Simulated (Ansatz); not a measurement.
# K (Fm-3m) in Ansatz: convergence with basis error

Aim: find how far basis error must go before the results for K settle, at LDA. This setting moves, with any that are tied to it; all else stays.

Everything below comes from runs of Ansatz 0.2.0. Logs are shortened: lines on timing, memory, paths and dates and some standing lists are left out, and cuts for length are marked.

**1. The structure**

Symmetry: Fm-3m, No. 225, cubic system. Conventional cell: a = 6.784 Å, b = 6.784 Å, c = 6.784 Å, α = 90.00°, β = 90.00°, γ = 90.00°.

This isn't the form of K at room conditions, which is bcc.

**2. With basis error 0.03 eV/atom**

Contents of input.yaml:

```yaml
crystal:
  lattice:
    - [0.0, 3.391872818, 3.391872818]
    - [3.391872818, 0.0, 3.391872818]
    - [3.391872818, 3.391872818, 0.0]
  atoms:
    - { symbol: K, position: [0.0, 0.0, 0.0] }
kpoints:
  mp_grid: { grid: [7, 7, 7] }
scf:
  occupations: { method: fermi_dirac, width: 0.05 }
hamiltonian:
  xc: lda
  pseudopotentials: { kind: all_electron, lapw: { basis_error: 0.03 } }
output:
  forces: true
  stress: true
  eigenvalues: true
```

Potentials or basis: all-electron LAPW, scalar-relativistic.

Launch:

```sh
$ ansatz run input.yaml --threads 1 --pin off --max-ram 3072MiB --backend cpu --events-out ev --progress --plain --runs-dir out
```

Run time: 0.5 s. Hardware: 1 thread of Arm Neoverse V1, shared host; peak memory 0.17 GiB.

Results:

```yaml
Free_energy: -16343.1466 eV
Pressure: -0.6 GPa
Band_gap_on_the_k_mesh: none (metal or under the smearing width)
```

**3. With basis error 0.01 eV/atom**

Changes to input.yaml since step 2:

```diff
@@ -13,3 +13,3 @@
   xc: lda
-  pseudopotentials: { kind: all_electron, lapw: { basis_error: 0.03 } }
+  pseudopotentials: { kind: all_electron, lapw: { basis_error: 0.01 } }
 output:
```

Potentials or basis: all-electron LAPW, scalar-relativistic.

Launch:

```sh
$ ansatz run input.yaml --threads 1 --pin off --max-ram 3072MiB --backend cpu --events-out ev --progress --plain --runs-dir out
```

It took 0.65 s on 1 thread of Arm Neoverse V1, shared host; peak memory 0.17 GiB.

Results:

- Free energy: -16343.1519 eV
- Pressure: -0.6 GPa
- Band gap on the k mesh: none (metal or under the smearing width)

**4. With basis error 0.003 eV/atom**

Changes to input.yaml since step 3:

```diff
@@ -13,3 +13,3 @@
   xc: lda
-  pseudopotentials: { kind: all_electron, lapw: { basis_error: 0.01 } }
+  pseudopotentials: { kind: all_electron, lapw: { basis_error: 0.003 } }
 output:
```

Launch:

```sh
$ ansatz run input.yaml --threads 1 --pin off --max-ram 3072MiB --backend cpu --events-out ev --progress --plain --runs-dir out
```

It took 0.74 s on 1 thread of Arm Neoverse V1, shared host; peak memory 0.18 GiB.

What came out:

| Property | Result |
| --- | --- |
| Free energy | -16343.1536 eV |
| Pressure | -0.6 GPa |
| Band gap on the k mesh | none (metal or under the smearing width) |

**5. With basis error 0.001 eV/atom**

Changes to input.yaml since step 4:

```diff
@@ -13,3 +13,3 @@
   xc: lda
-  pseudopotentials: { kind: all_electron, lapw: { basis_error: 0.003 } }
+  pseudopotentials: { kind: all_electron, lapw: { basis_error: 0.001 } }
 output:
```

Launch:

```sh
$ ansatz run input.yaml --threads 1 --pin off --max-ram 3072MiB --backend cpu --events-out ev --progress --plain --runs-dir out
```

It took 0.85 s on 1 thread of Arm Neoverse V1, shared host; peak memory 0.18 GiB.

Results:

```yaml
Free_energy: -16343.1540 eV
Pressure: -0.6 GPa
Band_gap_on_the_k_mesh: none (metal or under the smearing width)
```

**6. With basis error 0.0003 eV/atom**

Changes to input.yaml since step 5:

```diff
@@ -13,3 +13,3 @@
   xc: lda
-  pseudopotentials: { kind: all_electron, lapw: { basis_error: 0.001 } }
+  pseudopotentials: { kind: all_electron, lapw: { basis_error: 0.0003 } }
 output:
```

Potentials or basis: all-electron LAPW, scalar-relativistic.

Launch:

```sh
$ ansatz run input.yaml --threads 1 --pin off --max-ram 3072MiB --backend cpu --events-out ev --progress --plain --runs-dir out
```

It took 1.1 s on 1 thread of Arm Neoverse V1, shared host; peak memory 0.19 GiB.

The run converged. Its results:

* Free energy: -16343.1542 eV
* Pressure: -0.6 GPa
* Band gap on the k mesh: none (metal or under the smearing width)

**7. With basis error 0.0001 eV/atom**

Changes to input.yaml since step 6:

```diff
@@ -13,3 +13,3 @@
   xc: lda
-  pseudopotentials: { kind: all_electron, lapw: { basis_error: 0.0003 } }
+  pseudopotentials: { kind: all_electron, lapw: { basis_error: 0.0001 } }
 output:
```

Potentials or basis: all-electron LAPW, scalar-relativistic.

Launch:

```sh
$ ansatz run input.yaml --threads 1 --pin off --max-ram 3072MiB --backend cpu --events-out ev --progress --plain --runs-dir out
```

What it wrote:

```text
Warning: RAYON_NUM_THREADS=1 ignored (pool sized by the plan → 1); use --threads N
LAPW: plane waves up to 4.199 Å⁻¹, error target 1.0e-4 eV per atom; small_component_spin mean_spin; K in spheres of 2.398 Å, 9 of its electrons in bands, Dirac shells [] (how accurate: hamiltonian.pseudopotentials.lapw.basis_error, Limitations)
Engine: ansatz 0.2.0, aarch64-unknown-linux-gnu
Pseudopotentials: kind: all_electron
Pseudopotential: K, LAPW, valence charge 9, lapw/all_electron/scalar/gaussian/K, Koelling and Harmon's equation, gaussian nucleus
Functional definition: SPW92
  exchange = slater_x
  correlation = pw_c
Crystal: 1 atoms, lattice volume = 78.046 Å³
Basis set: ecut = 67.19096644027363 eV, 113 PW (Γ), exchange–correlation at level 2
Bands: 9, of which v1, the nominal top of the filled ones, is band 5 counted from 1 (4 counted from 0)
Symmetry: 48 space group operations
Space group: Fm-3m (ITA 225), of the structure as read, at distance tolerance 4.3e-5 Å
k-points: 20 of 343
Non-local potential: K, projectors of the file, none
Initial density: superposition of atomic densities (chi_scale 0.1, normalization cell)
Initial wavefunctions: plane waves of lowest kinetic energy (no species holds an atomic orbital)
Functional: x = slater, c = lda
iter 1 solved again at ethr=1.82e-5 eV; its pass at ethr=1.00e-1 eV (dr2=1.64e-3 eV) is discarded
SCF iter   1: F=—  HF=-16343.154627 eV  |F-HF|=—  |Δ(HF+E_count)|=         —  Δρ=9.98e-4  dr2=1.63e-3  ethr=1.82e-5  ⟨swp⟩=4.7  Hψ=1515  notcnv=0
preconditioner: auto → none  [insulator: Δε(μ)=0.321 eV  Ē_g=3.913 eV  σ=0.050 eV  W_gap=0.80  n_scr=14 (ndim 8)  ℏωp=4.2 eV  f_vac=0.000  D(μ)=0.29/eV (n_scr^D=0)  ε∞_Penn≈2.2]
SCF iter   2: F=—  HF=-16343.153991 eV  |F-HF|=—  |Δ(HF+E_count)|=   6.36e-4  Δρ=5.03e-4  dr2=4.15e-4  ethr=1.82e-5  ⟨swp⟩=2.0  Hψ=616  notcnv=0
iter 3 solved again at ethr=1.09e-7 eV; its pass at ethr=4.61e-6 eV (dr2=9.80e-6 eV) is discarded
SCF iter   3: F=—  HF=-16343.154218 eV  |F-HF|=—  |Δ(HF+E_count)|=   2.27e-4  Δρ=7.78e-5  dr2=9.79e-6  ethr=1.09e-7  ⟨swp⟩=2.0  Hψ=972  notcnv=0
SCF iter   4: F=—  HF=-16343.154221 eV  |F-HF|=—  |Δ(HF+E_count)|=   2.19e-6  Δρ=6.39e-6  dr2=5.92e-8  ethr=1.09e-7  ⟨swp⟩=2.0  Hψ=617  notcnv=0
SCF iter   5: F=-16343.154221 eV  HF=-16343.154221 eV  |F-HF|=2.17e-9  |Δ(HF+E_count)|=   1.48e-7  Δρ=7.75e-7  dr2=8.58e-10  ethr=6.58e-10  ⟨swp⟩=2.8  Hψ=632  notcnv=0
SCF 1 converged in 5 iterations: F = -16343.154221 eV  dr2 = 8.58e-10
SCF converged after 5 iterations
Free energy (F): -16343.154221 eV
Harris-Foulkes:  -16343.154221 eV  (|F-HF|=2.17e-9)
Internal energy: -16343.151430 eV  (E = F + TS)
E sigma→0 (E₀):  -16343.152825 eV
Entropy (-TS):   -0.002791 eV (-2.791 meV/atom)
Fermi energy:    1.582002 eV
--- Per-component energies (eV) ---
  E_band       = -144.468149
  E_kinetic    = 16443.927995
  E_xc         = -866.200121
  E_electrostatic = -31920.879304  (all electrons and nuclei)
  E_smearing   = -0.002791  (= −TS)
  E_closure    = 0.000000  (closes the sum)
  E_atoms      = -16342.010814  (free atoms, spherical and without spin; not in F)
  Σ components = -16343.154221   (vs F -16343.154221, Δ=0.00e0)
  Basis errors (estimates in eV, not in F): energy 2.0e-5 per atom: plane waves 1.9e-5 (1.4e-5 summed), levels above the bands 2.1e-44, relativity 3.7e-11, radial functions 3.3e-7, core shells 5.7e-13; eigenvalues (radial functions only) 1.0e-7; not estimated: angular momenta, meshes, grids; target (lapw.basis_error) 1.0e-4; muffin-tin radii K 2.398 Å
--- Forces (eV/Å), atoms counted from 1 ---
  atom   1  K      0.00000000    -0.00000000     0.00000000
  max |Σ_I F_I| component: 1.03e-33 eV/Å
--- Stress (GPa, compression-positive) ---
       -0.610484      -0.000000      -0.000000
       -0.000000      -0.610484       0.000000
       -0.000000       0.000000      -0.610484
  P = ⅓ Tr σ = -0.6105 GPa (-6.105 kbar)
--- Band table (eV; the first three rows and the last of 20) ---
  k-point 0: bands = ["-30.3979", "-14.0407", "-14.0407", "-14.0407", "-0.5748", "5.5395", "5.5395", "5.5395", "6.6903"]
  k-point 1: bands = ["-30.3973", "-14.0512", "-14.0421", "-14.0421", "-0.3465", "4.9863", "5.6107", "5.6107", "6.5447"]
  k-point 2: bands = ["-30.3961", "-14.0749", "-14.0455", "-14.0455", "0.3116", "3.8630", "5.5565", "5.5565", "6.6775"]
  k-point 19: bands = ["-30.3940", "-14.0795", "-14.0761", "-14.0590", "2.7239", "3.1397", "3.2138", "4.6947", "6.6272"]
```

Wall time 1.6 s (1 thread of Arm Neoverse V1, shared host); peak memory 0.2 GiB.

What came out:

| Property | Result |
| --- | --- |
| Free energy | -16343.1542 eV |
| Pressure | -0.6 GPa |
| Band gap on the k mesh | none (metal or under the smearing width) |

**8. The series at a glance**

```tsv
basis error	energy less the tightest run, at zero smearing (meV/atom)	SCF cycles	CPU time (s)	peak memory (GiB)
0.03 eV/atom	7.61	5	0.49	0.17
0.01 eV/atom	2.34	5	0.64	0.17
0.003 eV/atom	0.60	5	0.72	0.18
0.001 eV/atom	0.19	5	0.84	0.18
0.0003 eV/atom	0.04	5	1.1	0.19
0.0001 eV/atom	0.00	5	1.6	0.2
```

Against the tightest run, the energy stays within 1 meV/atom from 0.003 eV/atom on. The tightest run that finished is the yardstick and may itself not be fully converged.
